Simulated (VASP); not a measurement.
# TiC (Fm-3m) in VASP: settings compared, part 2 of 2

VASP 6.6.1.

## Step 4: Single point, PBEsol

INCAR reads:

```
SYSTEM = TiC
  ALGO = Fast
  EDIFF = 1E-7
  ENCUT = 520
  GGA = PS
  ISIF = 2
  ISMEAR = 0
  LASPH = .True.
  LCHARG = .False.
  LREAL = .False.
  LWAVE = .False.
  NBANDS = 15
  NELM = 80
  PREC = Accurate
  SIGMA = 0.02
```

KPOINTS reads:

```
k-points
0
Gamma
  11 11 11
  0 0 0
```

POSCAR reads:

```
TiC
1.0
    0.0000000000      2.1657188437      2.1657188437
    2.1657188437      0.0000000000      2.1657188437
    2.1657188437      2.1657188437      0.0000000000
Ti C
1 1
Cartesian
    0.0000000000      0.0000000000      0.0000000000
    2.1657188437      2.1657188437      2.1657188437
```

Potentials or basis: VASP PAW PBE potentials, release 54 (Ti_sv, C).

Run with:

```sh
$ cat potpaw_PBE.54/Ti_sv/POTCAR potpaw_PBE.54/C/POTCAR > POTCAR
$ mpirun -np 1 vasp_std > vasp.out
```

OUTCAR:

```text
SYSTEM = TiC
   EDIFF = 1E-7
   ENCUT = 520
   GGA = PS
   ISIF = 2
   ISMEAR = 0
   LASPH = .True.
   LREAL = .False.
   NELM = 80
   PREC = Accurate

 ion  position               nearest neighbor table
   1  0.000  0.000  0.000-   2 2.17   2 2.17   2 2.17   2 2.17   2 2.17   2 2.17
   2  0.500  0.500  0.500-   1 2.17   1 2.17   1 2.17   1 2.17   1 2.17   1 2.17

  LATTYP: Found a face centered cubic cell.
 ALAT       =     4.3314376874

  Lattice vectors:

 A1 = (   0.0000000000,   2.1657188437,   2.1657188437)
 A2 = (   2.1657188437,   0.0000000000,   2.1657188437)
 A3 = (   2.1657188437,   2.1657188437,   0.0000000000)

Analysis of symmetry for initial positions (statically):
=====================================================================
 Subroutine PRICEL returns:
 Original cell was already a primitive cell.

 Routine SETGRP: Setting up the symmetry group for a
 face centered cubic supercell.

 Subroutine GETGRP returns: Found 48 space group operations
 (whereof 48 operations were pure point group operations)
 out of a pool of 48 trial point group operations.

The static configuration has the point symmetry O_h .

Analysis of symmetry for dynamics (positions and initial velocities):
=====================================================================
 Subroutine PRICEL returns:
 Original cell was already a primitive cell.

 Routine SETGRP: Setting up the symmetry group for a
 face centered cubic supercell.

 Subroutine GETGRP returns: Found 48 space group operations
 (whereof 48 operations were pure point group operations)
 out of a pool of 48 trial point group operations.

The dynamic configuration has the point symmetry O_h .

 Subroutine INISYM returns: Found 48 space group operations
 (whereof 48 operations are pure point group operations),
 and found     1 'primitive' translations

----------------------------------------------------------------------------------------

                                     Primitive cell

  volume of cell :      20.3159
[... 114 lines left out ...]
   GGA     = PS    functional components
   LHFCALC =     F    Hartree Fock is set to
   AEXX    =    0.0000 exact exchange contribution
   IVDW    =     0    specifies the selected vdW correction
   LEPSILON=     F    determine dielectric tensor
   LRPA    =     F    only Hartree local field effects (RPA)
 non-spin polarized calculation
 RMM-DIIS sequential band-by-band and
 Gauss-broadening in eV      SIGMA  =   0.02
  energy-cutoff  :      520.00
  volume of cell :       20.32
 maximum number of plane-waves:       560
   NGX = 11   NGY = 11   NGZ = 11

 number of electron      16.0000000 magnetization

 Free energy of the ion-electron system (eV)
  ---------------------------------------------------
  ext. energy  EPLUGINS =         0.00000000
  ---------------------------------------------------
  free energy    TOTEN  =       -19.79147764 eV

  energy without entropy =      -19.79127349  energy(sigma->0) =      -19.79137557

 E-fermi :   9.4342     XC(G=0): -12.8604

 val. band max:        9.2407907976   @ k =   0.4545   0.4545   0.0000
 cond. band min:       9.4437684828   @ k =   0.3636   0.2727   0.0000
 fundamental gap:      0.2029776852
 Fermi energy:         9.4342206060

 k-point     1 :       0.0000    0.0000    0.0000
  band No.  band energies     occupation
      1     -47.0315      2.00000
      2     -23.1580      2.00000
      3     -23.1580      2.00000
      4     -23.1580      2.00000
      5      -3.0659      2.00000
      6       9.9633      0.00000
      7       9.9633      0.00000
      8       9.9633      0.00000
      9      11.0060      0.00000
     10      11.0060      0.00000
     11      11.0060      0.00000
     12      11.0252      0.00000
     13      11.0252      0.00000
     14      19.7776      0.00000
[... 401 lines left out ...]
      2     -23.4359      2.00000
      3     -23.2674      2.00000
      4     -23.1782      2.00000
      5      -1.3306      2.00000
      6       6.0514      2.00000
      7       7.1424      2.00000
      8       7.3441      2.00000
      9      10.8255      0.00000
     10      11.9573      0.00000
     11      12.8873      0.00000
     12      13.6861      0.00000
     13      16.6032      0.00000
     14      21.0563      0.00000
     15      22.7483      0.00000

 [... further k-points ...]
[... 5 lines left out ...]
  --------------------------------------------------------------------------------------
  -------------------------------------------------------------------------------------
  Total       -0.8162438     -0.8162438     -0.8162438      0.0000000      0.0000000     -0.0000000
  in kB      -64.3715906    -64.3715906    -64.3715906      0.0000000      0.0000000     -0.0000000
  external PRESSURE =     -64.3715906 kB  Pullay stress =       0.0000000 kB

 VOLUME and BASIS-vectors are now :
 -----------------------------------------------------------------------------
  energy-cutoff  :      520.00
  volume of cell :       20.32
      direct lattice vectors                 reciprocal lattice vectors
     0.000000000  2.165718844  2.165718844    -0.230870227  0.230870227  0.230870227
     2.165718844  0.000000000  2.165718844     0.230870227 -0.230870227  0.230870227
     2.165718844  2.165718844  0.000000000     0.230870227  0.230870227 -0.230870227

 POSITION                                       TOTAL-FORCE (eV/Angst)
 -----------------------------------------------------------------------------------
      0.00000      0.00000      0.00000        -0.000000      0.000000     -0.000000
      2.16572      2.16572      2.16572         0.000000      0.000000      0.000000
 -----------------------------------------------------------------------------------
    total drift:                                0.000000     -0.000000     -0.000000

  FREE ENERGIE OF THE ION-ELECTRON SYSTEM (eV)
  ---------------------------------------------------
  free  energy   TOTEN  =       -19.7914776430 eV

  energy  without entropy=      -19.7912734893  energy(sigma->0) =      -19.79137557
```

OSZICAR:

```text
N       E                     dE             d eps       ncg     rms          rms(c)
DAV:   1     0.116309820709E+03    0.11631E+03   -0.80958E+03  1687   0.127E+03
DAV:   2    -0.177650761593E+02   -0.13407E+03   -0.12552E+03  1827   0.339E+02
DAV:   3    -0.249179972882E+02   -0.71529E+01   -0.70180E+01  2088   0.777E+01
[... 18 lines left out ...]
RMM:  22    -0.197914767730E+02   -0.69660E-06   -0.66959E-06  1830   0.939E-03    0.271E-04
RMM:  23    -0.197914771725E+02   -0.39950E-06   -0.39421E-06  1714   0.699E-03    0.301E-04
RMM:  24    -0.197914774180E+02   -0.24552E-06   -0.23270E-06  1654   0.560E-03    0.123E-04
RMM:  25    -0.197914775664E+02   -0.14840E-06   -0.13932E-06  1578   0.446E-03    0.781E-05
RMM:  26    -0.197914776430E+02   -0.76577E-07   -0.84934E-07  1389   0.360E-03
   1 F= -.19791478E+02 E0= -.19791376E+02  d E =-.204154E-03
```

stdout:

```text
POSCAR found type information on POSCAR TiC
 POSCAR found :  2 types and       2 ions
 scaLAPACK will be used
 -----------------------------------------------------------------------------
|                                                                             |
|                                                                             |
|     You enforced a specific xc type in the INCAR file but a different       |
|     I HOPE YOU KNOW WHAT YOU ARE DOING!                                     |
|                                                                             |
 -----------------------------------------------------------------------------

 LDA part: xc-table for (Slater+PW92), standard interpolation
 POSCAR, INCAR and KPOINTS ok, starting setup
 FFT: planning ... GRIDC
 FFT: planning ... GRID_SOFT
 FFT: planning ... GRID
 WAVECAR not read
 entering main loop
WARNING in EDDRMM: call to ZHEGV failed, returncode =   6  3      3
 num prob RMM:  19    -0.197914727118E+02   -0.42283E-05   -0.39906E-05  2321   0.250E-02    0.149E-03
 num prob  num prob RMM:  20    -0.197914749092E+02   -0.21974E-05   -0.21001E-05  2223   0.181E-02    0.204E-04
WARNING in EDDRMM: call to ZHEGV failed, returncode =   6  3      6
 num prob WARNING in EDDRMM: call to ZHEGV failed, returncode =   8  4     14
WARNING in EDDRMM: call to ZHEGV failed, returncode =   8  4      6
WARNING in EDDRMM: call to ZHEGV failed, returncode =   6  3      5
WARNING in EDDRMM: call to ZHEGV failed, returncode =   6  3      2
 num prob  num prob RMM:  24    -0.197914774180E+02   -0.24552E-06   -0.23270E-06  1654   0.560E-03    0.123E-04
WARNING in EDDRMM: call to ZHEGV failed, returncode =   6  3      9
 num prob RMM:  26    -0.197914776430E+02   -0.76577E-07   -0.84934E-07  1389   0.360E-03
```

Run time: 25 s. Hardware: 1 thread of AMD EPYC 9R45 (Zen 5), shared host; peak memory 0.12 GiB.

Results:

```
Free energy            : -19.7915 eV
Pressure               : -6.4 GPa
Band gap on the k mesh : none (metal or under the smearing width)
```

Caveat: the PAW data sets were made with another functional, which shifts forces and pressure a little.

## Step 5: Single point, PBEsol

run.py reads:

```python
from ase.calculators.vasp import Vasp
from ase.dft.bandgap import bandgap
from ase.io import read

atoms = read('POSCAR')
calc = Vasp(
    directory='calc',
    xc='pbesol',
    pp='PBE',
    setups='recommended',
    pp_version='54',
    prec='Accurate',
    encut=520,
    ediff=1e-06,
    ismear=0,
    sigma=0.02,
    lreal=False,
    lasph=True,
    nelm=60,
    algo='Normal',
    isif=2,
    lwave=False,
    lcharg=False,
    kpts=[11, 11, 11],
    gamma=True,
)
atoms.calc = calc

print('energy (eV):', atoms.get_potential_energy())
print('free energy (eV):', atoms.get_potential_energy(force_consistent=True))
print('forces (eV/A):')
print(atoms.get_forces())
print('stress (eV/A^3, Voigt):', atoms.get_stress())
print('Fermi level (eV):', calc.get_fermi_level())
gap, top, bottom = bandgap(calc)
print('band gap (eV):', gap, 'from (spin, k, band)', top, 'to', bottom)
```

POSCAR, as its differences from that of step 4:

```diff
@@ -7,4 +7,4 @@
 1 1
-Cartesian
+Direct
     0.0000000000      0.0000000000      0.0000000000
-    2.1657188437      2.1657188437      2.1657188437
+    0.5000000000      0.5000000000      0.5000000000
```

Run with:

```sh
$ python run.py
```

It took 12 s on 1 thread of AMD EPYC 9R45 (Zen 5), shared host; peak memory 0.11 GiB.

It converged, with:

* Free energy: -19.7915 eV
* Pressure: -6.5 GPa
* Band gap on the k mesh: none (metal or under the smearing width)

Levels at points of the mesh, in eV from the Fermi level:
```
           k point  band 4  band 5  band 6  band 7  band 8  band 9  band 10  band 11  band 12
(0.00, 0.00, 0.00)  -32.59  -12.50    0.53    0.53    0.53    1.57     1.57     1.57     1.59
```

Caveat: the PAW data sets were made with another functional, which shifts forces and pressure a little.

## Step 6: The reference run

An earlier run on the cell as given: functional PBEsol; potentials or basis VASP PAW PBE potentials, release 64 (Ti_sv, C); cutoff 520 eV; k mesh 11 × 11 × 11; occupations fermi-dirac, width 0.05 eV; no spin polarisation.

- Pressure: -6.5 GPa
- Band gap on the k mesh: none (metal or under the smearing width)

## Step 7: Summary

| task | level | potentials or basis | cell | cutoff (eV) | smearing | optimiser | ladder | gap on the mesh (eV) | pressure (GPa) |
| --- | --- | --- | --- | --- | --- | --- | --- | --- | --- |
| relaxation of cell and atoms | revPBE+D3(BJ) | VASP PAW PBE potentials, release 64 (Ti_pv, C) | relaxed | 600 | tetrahedron | BFGS | - | none | 0.0 |
| single point | PBEsol | VASP PAW PBE potentials, release 54 (Ti_sv, C) | as given | 520 | gaussian 0.02 eV | - | - | none | -6.5 |
| single point | PBEsol | VASP PAW PBE potentials, release 64 (Ti_sv, C) | as given | 520 | fermi-dirac 0.05 eV | - | free | none | -6.5 |

Alike in all rows: no spin polarisation; k mesh 11 × 11 × 11.

Caveats: the PAW data sets were made with another functional, which shifts forces and pressure a little; pairwise dispersion overbinds metals, which lowers pressure and volume (some runs).

Total energies depend on the potentials used, so only differences within one code and one set of settings carry meaning.
